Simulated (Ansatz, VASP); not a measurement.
## HfC (zincblende type (invented)) in two plane-wave programs

Aim: how closely do two programs agree when they are given the same cell, functional and k mesh? The cell is generated by rule, not measured, and may not be a known phase. The cell is taken from a series of runs on this material, whose earlier steps may have relaxed, scaled, displaced or heated it; both programs get it as it stands.

Method: plane waves, with VASP 6.6.1 beside it; relaxation of cell and atoms at PBE, in Ansatz 0.2.0.

## Step 1: Starting point

It takes space group F-43m (No. 216, cubic). Conventional cell: a = 5.044 Å, b = 5.044 Å, c = 5.044 Å, α = 90.00°, β = 90.00°, γ = 90.00°. Nearest to Hf lie 4 C at 2.18 Å. C has 4 Hf at 2.18 Å nearest. Farther neighbours are not listed.

As a file:

```cif
data_structure
_symmetry_space_group_name_H-M 'P 1'
_symmetry_Int_Tables_number 1
_cell_length_a 3.5669
_cell_length_b 3.5669
_cell_length_c 3.5669
_cell_angle_alpha 60.000
_cell_angle_beta 60.000
_cell_angle_gamma 60.000
_cell_volume 32.09
loop_
_atom_site_label
_atom_site_type_symbol
_atom_site_fract_x
_atom_site_fract_y
_atom_site_fract_z
_atom_site_occupancy
Hf1 Hf 0.00000 0.00000 0.00000 1
C2 C 0.75000 0.75000 0.75000 1
```

## Step 2: VASP: relaxation of cell and atoms, PBE

The relaxed volume is the usual yardstick between codes: in a stiff, nearly cubic crystal its relative difference is about their pressure difference at one cell divided by the bulk modulus.

Lines of VASP's logs that name or quote its potential files are left out, and so is its time.

File INCAR:

```
SYSTEM = HfC
PREC = Accurate
ENCUT = 600
EDIFF = 1E-07
NELM = 120
ISMEAR = 0
SIGMA = 0.02
LREAL = .FALSE.
ALGO = Normal
GGA = PE
NBANDS = 13
LASPH = .TRUE.
LORBIT = 11
LWAVE = .FALSE.
LCHARG = .FALSE.
ISIF = 3
IBRION = 2
NSW = 80
EDIFFG = -0.005
GGA_COMPAT = .FALSE.
NELMIN = 4
EFERMI = MIDGAP
KPAR = 2
```

File POSCAR:

```
HfC
1.0
    0.0000000000      2.5221780000      2.5221780000
    2.5221780000      0.0000000000      2.5221780000
    2.5221780000      2.5221780000      0.0000000000
Hf C
1 1
Direct
    0.0000000000      0.0000000000      0.0000000000
    0.7500000000      0.7500000000      0.7500000000
```

File KPOINTS:

```
Automatic mesh
0
Gamma
12 12 12
0 0 0
```

Potentials, in the order of the species: Hf_pv and C (PBE family, release 64).

The run is started by

```sh
mpirun -np 2 vasp_std
```

Numbers of over 12 decimals in the logs are rounded to 6 here.

What it wrote:

```text
[banner, memory and clock lines left out]
running    2 mpi-ranks, on    1 nodes
 distrk:  each k-point on    1 cores,    2 groups
 distr:  one band on    1 cores,    1 groups

 POSCAR found type information on POSCAR HfC
 POSCAR found :  2 types and       2 ions
 LDA part: xc-table for (Slater+PW92), standard interpolation
 POSCAR, INCAR and KPOINTS ok, starting setup
 FFT: planning ... GRIDC
 FFT: planning ... GRID_SOFT
 FFT: planning ... GRID
 WAVECAR not read
 entering main loop
       N       E                     dE             d eps       ncg     rms          rms(c)
DAV:   1     0.333967527365E+02    0.33397E+02   -0.80928E+03  1872   0.112E+03
DAV:   2    -0.217128242679E+02   -0.55110E+02   -0.51040E+02  2529   0.220E+02
DAV:   3    -0.241861123753E+02   -0.24733E+01   -0.24596E+01  2382   0.346E+01
DAV:   4    -0.242074381456E+02   -0.21326E-01   -0.21324E-01  2133   0.395E+00
DAV:   5    -0.242076795342E+02   -0.24139E-03   -0.24139E-03  2341   0.380E-01    0.506E+01
DAV:   6    -0.197666677555E+02    0.44410E+01   -0.16619E+01  2027   0.228E+01    0.346E+01
DAV:   7    -0.197675294578E+02   -0.86170E-03   -0.76404E-01  2292   0.633E+00    0.229E+01
DAV:   8    -0.197682793037E+02   -0.74985E-03   -0.91005E-02  2122   0.230E+00    0.798E+00
DAV:   9    -0.197574370884E+02    0.10842E-01   -0.36586E-02  2027   0.105E+00    0.111E+00
DAV:  10    -0.197574144510E+02    0.22637E-04   -0.11654E-03  2336   0.265E-01    0.358E-01
DAV:  11    -0.197574349155E+02   -0.20464E-04   -0.12690E-04  2253   0.908E-02    0.284E-02
DAV:  12    -0.197574337681E+02    0.11474E-05   -0.10903E-05  2117   0.273E-02    0.585E-02
DAV:  13    -0.197574331499E+02    0.61813E-06   -0.60068E-07  2337   0.695E-03    0.370E-03
DAV:  14    -0.197574331968E+02   -0.46889E-07   -0.22895E-08  1071   0.136E-03
   1 F= -.19757433E+02 E0= -.19757433E+02  d E =-.197574E+02
 curvature:   0.00 expect dE= 0.000E+00 dE for cont linesearch  0.000E+00
 trial: gam= 0.00000 g(F)=  0.391E-48 g(S)=  0.583E-03 ort = 0.000E+00 (trialstep = 0.100E+01)
 search vector abs. value=  0.583E-03
 bond charge predicted
       N       E                     dE             d eps       ncg     rms          rms(c)
DAV:   1    -0.197592721249E+02   -0.18390E-02   -0.47674E-02  1937   0.182E+00    0.568E-01
DAV:   2    -0.197578348258E+02    0.14373E-02   -0.22921E-03  1937   0.396E-01    0.262E-01
DAV:   3    -0.197573561309E+02    0.47869E-03   -0.13437E-03  2017   0.281E-01    0.180E-01
DAV:   4    -0.197573582371E+02   -0.21062E-05   -0.29340E-05  2332   0.462E-02    0.168E-01
DAV:   5    -0.197573577071E+02    0.52995E-06   -0.11410E-05  2492   0.219E-02    0.311E-02
DAV:   6    -0.197573580423E+02   -0.33520E-06   -0.13590E-06  2492   0.920E-03    0.131E-02
DAV:   7    -0.197573577021E+02    0.34023E-06   -0.12915E-07  1253   0.307E-03    0.545E-03
DAV:   8    -0.197573573824E+02    0.31974E-06   -0.15693E-07  1303   0.396E-03    0.938E-04
DAV:   9    -0.197573574287E+02   -0.46380E-07   -0.20618E-08   971   0.142E-03
   2 F= -.19757357E+02 E0= -.19757357E+02  d E =0.757681E-04
 trial-energy change:    0.000076  1 .order    0.000085   -0.000583    0.000753
 step:   0.4467(harm=  0.4363)  dis= 0.00000  next Energy=   -19.757564 (dE=-0.131E-03)
 bond charge predicted
       N       E                     dE             d eps       ncg     rms          rms(c)
DAV:   1    -0.197581570268E+02   -0.79964E-03   -0.14577E-02  1937   0.101E+00    0.315E-01
DAV:   2    -0.197577170048E+02    0.44002E-03   -0.69808E-04  1937   0.219E-01    0.145E-01
DAV:   3    -0.197575686247E+02    0.14838E-03   -0.41230E-04  2017   0.155E-01    0.990E-02
DAV:   4    -0.197575690600E+02   -0.43531E-06   -0.89601E-06  2322   0.255E-02    0.933E-02
DAV:   5    -0.197575656802E+02    0.33798E-05   -0.34300E-06  2492   0.121E-02    0.198E-02
DAV:   6    -0.197575648168E+02    0.86347E-06   -0.44917E-07  2500   0.520E-03    0.796E-03
DAV:   7    -0.197575649398E+02   -0.12302E-06   -0.45075E-08  1006   0.184E-03    0.364E-03
DAV:   8    -0.197575651151E+02   -0.17530E-06   -0.62811E-08   991   0.252E-03    0.547E-04
DAV:   9    -0.197575650855E+02    0.29581E-07   -0.86660E-09   941   0.924E-04
   3 F= -.19757565E+02 E0= -.19757565E+02  d E =-.131889E-03
 curvature:  -0.22 expect dE=-0.440E-07 dE for cont linesearch -0.440E-07
 trial: gam= 0.00000 g(F)=  0.594E-48 g(S)=  0.202E-06 ort =-0.108E-04 (trialstep = 0.889E+00)
 search vector abs. value=  0.202E-06
 reached required accuracy - stopping structural energy minimisation
```

OUTCAR, selected parts (step 2):

```text
ion  position               nearest neighbor table
   1  0.000  0.000  0.000-   2 2.18   2 2.18   2 2.18   2 2.18
   2  0.750  0.750  0.750-   1 2.18   1 2.18   1 2.18   1 2.18

  LATTYP: Found a face centered cubic cell.
 ALAT       =     5.0443560000

 Subroutine GETGRP returns: Found 24 space group operations
 (whereof 24 operations were pure point group operations)

The static configuration has the point symmetry T_d .

 Found     72 irreducible k-points:

   k-points           NKPTS =     72   k-points in BZ     NKDIM =     72   number of bands    NBANDS=     13

   dimension x,y,z NGX =    28 NGY =   28 NGZ =   28
   dimension x,y,z NGXF=    56 NGYF=   56 NGZF=   56

   ENCUT  =  600.0 eV  44.10 Ry    6.64 a.u.   7.12  7.12  7.12*2*pi/ulx,y,z

   NELECT =      14.0000    total number of electrons

 k-points in reciprocal lattice and weights: Automatic mesh
   0.00000000  0.00000000  0.00000000       0.001
   0.08333333  0.00000000  0.00000000       0.005
   0.16666667  0.00000000  0.00000000       0.005
   0.25000000  0.00000000  0.00000000       0.005
   0.33333333  0.00000000  0.00000000       0.005
   0.41666667  0.00000000  0.00000000       0.005
   0.50000000  0.00000000  0.00000000       0.002
   0.08333333  0.08333333  0.00000000       0.003
   0.16666667  0.08333333  0.00000000       0.014
[...]
-0.33333333  0.50000000  0.16666667       0.007
  -0.25000000  0.50000000  0.25000000       0.003

 average (electrostatic) potential at core
       1 -37.7755       2 -48.9766

 E-fermi :   3.8239

 k-point     1 :       0.0000    0.0000    0.0000
  band No.  band energies     occupation
    ...
      3     -25.9679      2.00000
      4      -6.9598      2.00000
      5       1.4167      2.00000
      6       1.4167      2.00000
      7       1.4167      2.00000
      8       6.9324      0.00000
      9       7.2833      0.00000
     10       7.2833      0.00000
     11      12.8126      0.00000
     12      12.8126      0.00000
    ...

 k-point     2 :       0.0833    0.0000    0.0000
  band No.  band energies     occupation
    ...
      3     -25.9711      2.00000
      4      -6.8483      2.00000
      5       1.2485      2.00000
      6       1.4744      2.00000
      7       1.4744      2.00000
      8       7.1848      0.00000
      9       7.1848      0.00000
     10       7.2804      0.00000
     11      12.6055      0.00000
     12      12.9792      0.00000
    ...

 k-point     3 :       0.1667    0.0000    0.0000
  band No.  band energies     occupation
    ...
      3     -25.9796      2.00000
      4      -6.5413      2.00000
      5       0.8974      2.00000
      6       1.6232      2.00000
      7       1.6232      2.00000
      8       7.0090      0.00000
      9       7.0090      0.00000
     10       8.0880      0.00000
     11      12.1921      0.00000
     12      13.2151      0.00000
    ...

  Total        0.0016706      0.0016706      0.0016706     -0.0000000      0.0000000      0.0000000
  in kB        0.0836534      0.0836534      0.0836534     -0.0000000      0.0000000      0.0000000
  external PRESSURE =       0.0836534 kB  Pullay stress =       0.0000000 kB

  energy-cutoff  :      600.00
  volume of cell :       32.00
      direct lattice vectors                 reciprocal lattice vectors
     0.000000000  2.519739591  2.519739591    -0.198433204  0.198433204  0.198433204
     2.519739591  0.000000000  2.519739591     0.198433204 -0.198433204  0.198433204
     2.519739591  2.519739591  0.000000000     0.198433204  0.198433204 -0.198433204

 POSITION                                       TOTAL-FORCE (eV/Angst)
 -----------------------------------------------------------------------------------
      0.00000      0.00000      0.00000         0.000000      0.000000      0.000000
      3.77961      3.77961      3.77961        -0.000000     -0.000000     -0.000000
 -----------------------------------------------------------------------------------
    total drift:                                0.000000      0.000000      0.000000

  FREE ENERGIE OF THE ION-ELECTRON SYSTEM (eV)
  ---------------------------------------------------
  free  energy   TOTEN  =       -19.7575650855 eV

  energy  without entropy=      -19.7575650855  energy(sigma->0) =      -19.75756509

 reached required accuracy - stopping structural energy minimisation

 total charge
# of ion       s       p       d       tot
------------------------------------------
    1        0.359   6.528   1.641   8.528
    2        0.885   1.554   0.000   2.439
--------------------------------------------------
tot          1.244   8.082   1.641  10.967

[... 3 further parts left out ...]
```

CONTCAR:

```
HfC
   1.00000000000000
     0.0000000000000000    2.5197395905387530    2.5197395905387530
     2.5197395905387530    0.0000000000000000    2.5197395905387530
     2.5197395905387530    2.5197395905387530    0.0000000000000000
  Hf              C
     1     1
Direct
     0.0000000000000000    0.0000000000000000    0.0000000000000000
     0.7500000000000000    0.7500000000000000    0.7500000000000000
```

## Step 3: Ansatz: relaxation of cell and atoms, PBE

Ansatz runs on its default PAW (the set named soft_2) files.

The same cell, functional, mesh and smearing now go to Ansatz, which takes its cutoff from its data sets.

File input.yaml:

```yaml
crystal:
  lattice:
    - [0.0, 2.522177984, 2.522177984]
    - [2.522177984, 0.0, 2.522177984]
    - [2.522177984, 2.522177984, 0.0]
  atoms:
    - { symbol: Hf, position: [0.0, 0.0, 0.0] }
    - { symbol: C, position: [0.75, 0.75, 0.75] }
kpoints:
  mp_grid: { grid: [12, 12, 12] }
hamiltonian:
  xc: pbe
scf:
  occupations: { method: gaussian, width: 0.02 }
output:
  forces: true
  stress: true
  eigenvalues: true
relax:
  adjacent_minimum: "off"
  f_tol: 0.005
  max_steps: 80
  cell: { stress_tol: 0.05 }
```

The run is started by

```sh
ansatz run input.yaml --threads 2 --pin off --max-ram 5120MiB --backend cpu --events-out ev --progress --plain --runs-dir out
```

What it wrote:

```text
Engine: ansatz 0.2.0, x86_64-unknown-linux-gnu
Pseudopotentials: kind: paw
Pseudopotential: Hf, paw, valence charge 26, recommended cutoff 420 eV (normal), Hf.paw.azcp
Pseudopotential: C, paw, valence charge 4, recommended cutoff 420 eV (normal), C.paw.azcp
Functional definition: PBE
  parameter kappa = 0.804
  parameter beta = 0.066725
  exchange = pbe_x(kappa = kappa, mu = beta*pi^2/3)
  correlation = pbe_c(beta = beta)
Crystal: 2 atoms, lattice volume = 32.089 Å³
Basis set: ecut = 420 eV, 609 PW (Γ), exchange–correlation on 48×48×48 points (8 copies of the dense FFT grid, shifted against one another)
Bands: 19, of which v1, the nominal top of the filled ones, is band 15 counted from 1 (14 counted from 0)
Symmetry: 24 space group operations
Space group: F-43m (ITA 216), of the structure as read, at distance tolerance 3.2e-5 Å
k-points: 72 of 1728 (time reversal used)
Non-local potential: Hf, projectors of the file, l = 0: 3, l = 1: 2, l = 2: 2, l = 3: 3
Non-local potential: C, projectors of the file, l = 0: 2, l = 1: 2, l = 2: 1
PAW form: soft (Blöchl's): semilocal exchange-correlation on the pseudo side does not see the compensation charge
PAW one-centre angular grid: Hf, 590 points (default); XC on 64 Gauss nodes
PAW one-centre angular grid: C, 110 points (default); XC on 64 Gauss nodes
Initial density: superposition of atomic densities (neutral atoms: chi_scale 0, normalization atom), corrected by the library's trained network
Initial wavefunctions: pseudopotential atomic-orbital guess
Functional: x = pbe(κ = 0.804, μ = 0.219515), c = pbe(β = 0.066725)
SCF iter   1: F=—  HF=-15972.888774 eV  |F-HF|=—  |Δ(HF+E_count)|=         —  Δρ=1.25e-2  dr2=8.20e-2  ethr=1.77e-3  ⟨swp⟩=4.8  Hψ=5605  notcnv=0
preconditioner: auto → none  [insulator: Δε(μ)=0.478 eV  Ē_g=17.441 eV  σ=0.020 eV  W_gap=1.00  n_scr=14 (ndim 8)  ℏωp=34.7 eV  f_vac=0.000  D(μ)=0.00/eV (n_scr^D=0)  ε∞_Penn≈5.0]
SCF iter   2: F=—  HF=-15972.871145 eV  |F-HF|=—  |Δ(HF+E_count)|=   1.76e-2  Δρ=2.34e-3  dr2=2.35e-3  ethr=2.73e-4  ⟨swp⟩=2.0  Hψ=2237  notcnv=0
SCF iter   3: F=—  HF=-15972.870786 eV  |F-HF|=—  |Δ(HF+E_count)|=   3.59e-4  Δρ=7.27e-4  dr2=1.07e-4  ethr=7.82e-6  ⟨swp⟩=2.0  Hψ=1909  notcnv=0
SCF iter   4: F=—  HF=-15972.870823 eV  |F-HF|=—  |Δ(HF+E_count)|=   3.72e-5  Δρ=1.54e-4  dr2=6.78e-6  ethr=3.56e-7  ⟨swp⟩=2.5  Hψ=2354  notcnv=0
SCF iter   5: F=—  HF=-15972.870821 eV  |F-HF|=—  |Δ(HF+E_count)|=   2.18e-6  Δρ=4.72e-5  dr2=5.44e-7  ethr=2.26e-8  ⟨swp⟩=2.0  Hψ=2448  notcnv=0
SCF iter   6: F=-15972.870821 eV  HF=-15972.870821 eV  |F-HF|=1.60e-8  |Δ(HF+E_count)|=   1.11e-7  Δρ=9.35e-6  dr2=2.85e-8  ethr=3.33e-10  ⟨swp⟩=6.0  Hψ=6676  notcnv=0
SCF 1 converged in 6 iterations: F = -15972.870821 eV  dr2 = 2.85e-8
  greatest PAW one-centre occupation: 0.999 electrons in one spin orbital (limit 2), on the Hf atom at site 0 (counted from 0), in its partial waves of l = 0
relax step   1: F+E_penalty+E_count = -15972.87082084 eV  Δ(F+E_penalty+E_count) = +0.000e0 eV  max|allowed force component| = 4.626e-16 eV/Å  Δτ_max = 0.0000 Å  P = -0.012 GPa  Ω = 32.089 Å³  (6 SCF iters, dr2 threshold 1.00e-7 eV, accepted)
Initial density: handed on by an earlier stage of this run
Initial wavefunctions: pseudopotential atomic-orbital guess (no wavefunctions were taken with the density)
iter 1 solved again at ethr=4.43e-8 eV; its pass at ethr=3.10e-3 eV (dr2=1.33e-5 eV) is discarded
SCF iter   1: F=—  HF=-15972.870817 eV  |F-HF|=—  |Δ(HF+E_count)|=         —  Δρ=8.91e-6  dr2=2.45e-8  ethr=4.43e-8  ⟨swp⟩=3.2  Hψ=9601  notcnv=0
preconditioner: auto → none  [insulator: Δε(μ)=0.289 eV  Ē_g=17.446 eV  σ=0.020 eV  W_gap=1.00  n_scr=14 (ndim 8)  ℏωp=34.7 eV  f_vac=0.000  D(μ)=0.00/eV (n_scr^D=0)  ε∞_Penn≈5.0]
SCF iter   2: F=—  HF=-15972.870821 eV  |F-HF|=—  |Δ(HF+E_count)|=   3.63e-6  Δρ=3.17e-6  dr2=2.08e-9  ethr=8.16e-11  ⟨swp⟩=2.2  Hψ=2249  notcnv=0
SCF iter   3: F=—  HF=-15972.870821 eV  |F-HF|=—  |Δ(HF+E_count)|=   1.21e-9  Δρ=7.69e-7  dr2=9.75e-11  ethr=6.94e-12  ⟨swp⟩=2.4  Hψ=2021  notcnv=0
SCF iter   4: F=—  HF=-15972.870821 eV  |F-HF|=—  |Δ(HF+E_count)|=  1.35e-10  Δρ=3.25e-7  dr2=1.96e-11  ethr=1.00e-12  ⟨swp⟩=2.0  Hψ=2173  notcnv=0
iter 5 did not close the SCF: its close was put off for the readings that it lacked (scf_convergence_deferred on its scf_iter line)
SCF iter   5: F=-15972.870821 eV  HF=-15972.870821 eV  |F-HF|=0.00e0  |Δ(HF+E_count)|=  5.46e-12  Δρ=7.20e-8  dr2=1.20e-12  ethr=1.00e-12  ⟨swp⟩=2.0  Hψ=1958  notcnv=0
SCF iter   6: F=-15972.870821 eV  HF=-15972.870821 eV  |F-HF|=7.28e-12  |Δ(HF+E_count)|=  1.82e-12  Δρ=1.23e-8  dr2=2.73e-14  ethr=1.00e-12  ⟨swp⟩=4.0  Hψ=5991  notcnv=0
SCF 2 converged in 6 iterations: F = -15972.870821 eV  dr2 = 2.73e-14
relax step   2: F+E_penalty+E_count = -15972.87082085 eV  Δ(F+E_penalty+E_count) = -1.513e-8 eV  max|allowed force component| = 4.996e-16 eV/Å  Δτ_max = 0.0000 Å  P = -0.011 GPa  Ω = 32.089 Å³  stress off target by 1.11e-2 GPa  SCF on the basis re-selected at this cell (its energy is not comparable with the rows above)  (6 SCF iters)
basis re-selected at this cell: Δ(F+E_penalty+E_count) = -1.513e-8 eV, ΔP = +0.001 GPa vs the last step (what re-selecting the basis moved, of the pressure what is left beyond the Pulay correction that the steps carried, after the strain that the cell walked since its last selection, with what the two solves' SCF thresholds leave and, on support functions, any second-order correction that the steps lacked; it is no m [...]
SCF converged after 6 iterations
Free energy (F): -15972.870821 eV
Harris-Foulkes:  -15972.870821 eV  (|F-HF|=7.28e-12)
Internal energy: -15972.870821 eV  (E = F + TS)
E sigma→0 (E₀):  -15972.870821 eV
Fermi energy:    14.886743 eV
--- Per-component energies (eV) ---
  E_band       = -41.973205
  E_kinetic    = 510.925975
  E_local      = -5825.343438  (includes V_loc(G=0)·N_el)
  E_nonlocal   = -1216.465910
  E_hartree    = 2699.377491
  E_xc         = -347.951585
  E_vxc        = -325.455955  (∫ρ·V_xc dr)
  E_paw        = -7026.897220  (= ΣΔE_a)
  E_vpaw       = 1415.611147  (= ΣTr[D̂ρ^β])
  E_aug_tail   = 0.000005  (compensation charges beyond the density's cutoff)
  E_ewald      = -4766.516140
  E_smearing   = -0.000000  (= −TS)
  E_closure    = 0.000000  (closes the sum)
  Σ components = -15972.870821   (vs F -15972.870821, Δ=0.00e0)
--- Forces (eV/Å), atoms counted from 1 ---
  atom   1  Hf    -0.00000000     0.00000000    -0.00000000
  atom   2  C      0.00000000    -0.00000000     0.00000000
  max |Σ_I F_I| component: 2.59e-16 eV/Å
--- Stress (GPa, compression-positive) ---
       -0.011124       0.000000      -0.000000
        0.000000      -0.011124       0.000000
       -0.000000       0.000000      -0.011124
  P = ⅓ Tr σ = -0.0111 GPa (-0.111 kbar)
--- Band table (eV; the first three rows and the last of 72) ---
  k-point 0: bands = [... 11 lower, 4.4499, 12.4871, 12.4871, 12.4871, 18.0363, 18.3348, 18.3348, 23.8601]
  k-point 1: bands = [... 11 lower, 4.5266, 12.3197, 12.5452, 12.5452, 18.2377, 18.2377, 18.3788, 23.6525]
  k-point 2: bands = [... 11 lower, 4.7582, 11.9687, 12.6951, 12.6951, 18.0646, 18.0646, 19.1750, 23.2358]
  k-point 71: bands = [... 11 lower, 6.4150, 11.9299, 12.7778, 14.7421, 15.0314, 18.2666, 19.8065, 21.1368]
--- Relaxed structure (1 steps of the walk, 1 accepted, 1 SCFs on fresh bases) ---
  F+E_penalty+E_count = -15972.87082085 eV   max|allowed force component| = 4.996e-16 eV/Å   (the final SCF, on the basis selected at the relaxed cell)
  cell:  # Å, volume = 32.0891 Å³
    - [0.0, 2.522177984, 2.522177984]
    - [2.522177984, 0.0, 2.522177984]
    - [2.522177984, 2.522177984, 0.0]
  atoms:
    - { symbol: Hf, position: [0.0, 0.0, 0.0] }
    - { symbol: C, position: [0.75, 0.75, 0.75] }
```

## Step 4: Differences

Known differences besides the potentials themselves: the data sets hold 30 valence electrons in Ansatz (on its default PAW (the set named soft_2) files) and 14 in VASP; the cutoff is 420 eV in Ansatz and 600 eV in VASP; Ansatz adds a Pulay correction to the stress that steers its cell, VASP none. Total energies have different zeros and are not compared.

Compared:

```tsv
quantity	Ansatz	VASP	difference
volume (Å³)	32.09	32.00	+0.29 %
edge a after relaxation, in the typed setting (Å)	3.567	3.563	+0.10 %
```

## Step 5: What came out

| Property | Result |
| --- | --- |
| difference in volume (relaxation of cell and atoms, PBE) | 0.29 % |

The difference in volume is 0.29 % (relaxation of cell and atoms, PBE), within the 1.2 % picked in this series as the mark of a large difference, as far as the stopping tolerances let one tell. The data sets hold unlike numbers of valence electrons (30 in Ansatz and 14 in VASP), so part of the differences comes from the potentials. 1 further run of this series is not shown here. Such differences can come from data sets, numerical settings and the points named under the comparisons, not from the functional's error against experiment.

[Lines on the potential files, build, host, timing and source positions are cut from VASP's logs without a mark.]

[Logs are printed without paths, hosts, clocks, repeated set-up lines and the standing remarks that a program may print on its own settings, such as how far it seeks lower states.]

[Hosts, paths, dates, database ids (printed as entryN), source tags and the programs' standing remarks are cut or masked in the printed files.]
